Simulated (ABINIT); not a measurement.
The system is SrO.

```
Sr O
1.0
     0.00000    2.56630    2.56630
     2.56630    0.00000    2.56630
     2.56630    2.56630    0.00000
Sr O
1 1
Direct
  0.50000 0.50000 0.50000
  0.00000 0.00000 0.00000
```

Base run:

* Program: ABINIT 10.8.3 (patched build)
* Functional: PBEsol
* Potentials or basis: JTH PAW PBE v2.0
* Cutoff: 762 eV
* k mesh: 9 × 9 × 9
* Occupations: fermi-dirac, width 0.05 eV
* Spin: no spin polarisation

Its results: band gap on the k mesh 3.26 eV, indirect (least direct gap 3.34 eV); pressure -0.9 GPa.

The run is repeated on the same cell with these changes: functional from PBEsol to AM05. What comes out?

Band gap on the k mesh 3.33 eV, indirect (least direct gap 3.41 eV); pressure 0.0 GPa.

Caveats: the PAW data sets were made with another functional, which shifts forces and pressure a little.

A k mesh can miss the band edges.
